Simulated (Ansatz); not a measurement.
The system is CuO.

```
CELL_PARAMETERS angstrom
3.17550 0.00000 0.00000
0.00000 3.17550 0.00000
0.00000 0.00000 4.64953
ATOMIC_POSITIONS crystal
Cu 0.00000 0.00000 0.00000
Cu 0.50000 0.50000 0.00000
O 0.50000 0.00000 0.26700
O 0.00000 0.50000 0.73300
```

The cell was built by a generator and needn't be a form met in nature.

```yaml
Program: Ansatz 0.2.0
Task: relaxation of cell and atoms
Functional: LDA
Potentials_or_basis: Ansatz PAW
Cutoff: "420 eV (not typed: the program's choice for these potentials)"
k_mesh: 8 × 8 × 6
Occupations: fermi-dirac, width 0.05 eV
Spin: no spin polarisation
```

At the start: volume 11.72 Å³/atom.

**Question.** How do energy, volume and symmetry change on relaxing?

**Answer.** It ends after 21 steps and the volume is 11.07 Å³/atom (-5.6 %); space group P4/mmm (No. 123, to 0.05 Å).

The path:
```csv
step,energy change (eV),largest force (eV/Å),volume (Å³)
1,0.0000,1.7020,46.88
2,-0.5244,1.3845,47.20
3,-1.0152,0.8221,47.38
4,-1.3792,0.6611,48.55
5,-1.5506,0.4293,47.04
6,-1.7114,0.4793,45.28
7,-1.9369,0.7087,43.50
8,-2.1307,0.8254,41.75
9,-2.3157,0.5103,39.73
10,-2.4123,0.2424,42.08
11,-2.4324,0.0019,43.17
12,-2.4396,0.0003,43.57
13,-2.4396,0.0021,43.59
14,-2.7391,0.0102,43.59
15,-2.7946,0.0175,43.98
16,-2.7950,0.0060,44.69
17,-2.7984,0.0025,44.20
18,-2.7977,0.0005,44.33
19,-2.8022,0.0005,44.33
20,-2.8027,0.0003,44.26
21,-2.8024,0.0003,44.26
```

Final structure:
```
Cu O
1.0
     3.79563    0.00000    0.00000
     0.00000    3.79563    0.00000
     0.00000    0.00000    3.07227
Cu O
2 2
Cartesian
  0.0000 0.0000 0.0000
  1.8978 1.8978 0.0000
  1.8978 0.0000 0.0005
  0.0000 1.8978 3.0718
```

Caveat: the plane-wave basis is chosen anew once the cell has moved, so the energies of steps on either side of that aren't comparable; the pressure holds a Pulay correction of +0.8 GPa for the finite cutoff; the run has no spin polarisation, though such a crystal can be magnetic; the PAW data sets come from PBE, with cores solved anew for the run's functional, which leaves a small shift of forces and pressure.
